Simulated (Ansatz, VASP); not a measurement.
One calculation of BN, two programs

File INCAR:

```
SYSTEM = BN
ALGO = Normal
EDIFF = 1E-6
ENCUT = 520
GGA = PE
ISIF = 2
ISMEAR = 0
LASPH = .TRUE.
LCHARG = .FALSE.
LREAL = .FALSE.
LWAVE = .FALSE.
NBANDS = 11
NELM = 80
PREC = Accurate
SIGMA = 0.1
```

File KPOINTS:

```
k-points
0
G
  8 8 8
  0 0 0
```

POSCAR

```
BN
1.0
    0.0000000000      1.8130010000      1.8130010000
    1.8130010000      0.0000000000      1.8130010000
    1.8130010000      1.8130010000      0.0000000000
B N
1 1
Direct
    0.0000000000      0.0000000000      0.0000000000
    0.2500000000      0.2500000000      0.2500000000
```

Input for Ansatz:

```yaml
crystal:
  lattice:
    - [0.0, 1.813001, 1.813001]
    - [1.813001, 0.0, 1.813001]
    - [1.813001, 1.813001, 0.0]
  atoms:
    - { symbol: B, position: [0.0, 0.0, 0.0] }
    - { symbol: "N", position: [0.25, 0.25, 0.25] }
basis:
  ecutwfc: 420
kpoints:
  mp_grid: { grid: [8, 8, 8] }
hamiltonian:
  xc: pbe
  pseudopotentials: { kind: paw, azcp: { folder: soft_1 } }
scf:
  occupations: { method: gaussian, width: 0.1 }
output:
  forces: true
  stress: true
  eigenvalues: true
```

The cell is a database's computed one.

Alike in both runs: task single point; functional PBE; k mesh 8 × 8 × 8; occupations gaussian, width 0.1 eV; no spin polarisation.

|  | VASP | Ansatz |
| --- | --- | --- |
| version | VASP 6.6.1 | Ansatz 0.2.0 |
| potentials or method | VASP PAW PBE potentials, release 64 (B, N) | scalar-relativistic, plane waves, PAW |
| plane-wave cutoff (eV) | 520 | 420 |
| valence electrons in the cell | 8 | 8 |

Ansatz gave:

| Item | Value |
| --- | --- |
| gap on the k mesh at the Fermi level (eV) | 4.46 |
| least direct gap on the mesh (eV) | 8.78 |
| pressure (GPa) | -0.6 |

**Question.** What did VASP give for the same quantities?

**Answer.** gap on the k mesh at the Fermi level (eV): 4.45; least direct gap on the mesh (eV): 8.78; pressure (GPa): -0.2.

A k mesh can miss the band edges. Expect the measured gap to be larger: semilocal functionals such as PBE lack the derivative discontinuity.
